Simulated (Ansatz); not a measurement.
# Mo (omega type): a single-point run

The task is a single-point run on Mo (omega type). The structure is shown as the input types it.

Program: Ansatz 0.2.0. Level of theory: DFT, PBE, PAW with Ansatz's default frozen-core files, scalar-relativistic. These are calculated values, not measurements.

2 further runs of the same task are left out: 1 for a known fault of the program, 1 that didn't finish.

## Step 1: The structure to begin with

Symmetry: P6/mmm, No. 191, hexagonal system. The conventional cell has a = 4.667 Å, b = 4.667 Å, c = 2.567 Å, α = 90.00°, β = 90.00°, γ = 120.00°. Mo (site symmetry 6/mmm) is surrounded by 2 Mo at 2.57 Å. Mo (site symmetry -6m2) is surrounded by 5 Mo at 2.57 to 2.69 Å.

As a file:

```
Mo
1.0
     4.66664    0.00000    0.00000
    -2.33332    4.04143    0.00000
     0.00000    0.00000    2.56665
Mo
3
Direct
  0.00000 0.00000 0.00000
  0.33333 0.66667 0.50000
  0.66667 0.33333 0.50000
```

## Step 2: The calculation

input.yaml reads:

```yaml
crystal:
  lattice:
    - [4.6666368986, 0.0, 0.0]
    - [-2.3333184493, 4.0414261045, 0.0]
    - [0.0, 0.0, 2.5666490188]
  atoms:
    - { symbol: Mo, position: [0.0, 0.0, 0.0] }
    - { symbol: Mo, position: [0.3333333333, 0.6666666667, 0.5] }
    - { symbol: Mo, position: [0.6666666667, 0.3333333333, 0.5] }
kpoints:
  mp_grid: { grid: [9, 9, 12] }
  band_path:
    path:
      - [0.0, 0.0, 0.0]
      - [0.5, 0.0, 0.0]
      - [0.3333333333, 0.3333333333, 0.0]
      - [0.0, 0.0, 0.0]
      - [0.0, 0.0, 0.5]
      - [0.5, 0.0, 0.5]
      - [0.3333333333, 0.3333333333, 0.5]
      - [0.0, 0.0, 0.5]
      - [0.5, 0.0, 0.5]
    npoints: 8
scf:
  occupations: { method: fermi_dirac, width: 0.08 }
  convergence: { dr2_threshold: 1.0e-20 }
  max_iter: 50
hamiltonian:
  xc: pbe
  pseudopotentials: { kind: paw }
output:
  forces: true
  stress: true
  eigenvalues: true
  populations: true
```

Launch:

```console
$ ansatz run input.yaml --threads 1 --pin off --max-ram 3072MiB --backend cpu --events-out ev --progress --plain --runs-dir out
```

**Question.** How will this run end, and is anything wrong with its input?

The run converged and reported no error. That alone doesn't make the input a sound one.

In the input, scf.convergence.dr2_threshold is 1.0e-20. What could go wrong: threshold needlessly tight. Once met, so tight a threshold does no harm; it costs cycles.

To check: delete scf.convergence.dr2_threshold (the default then holds).
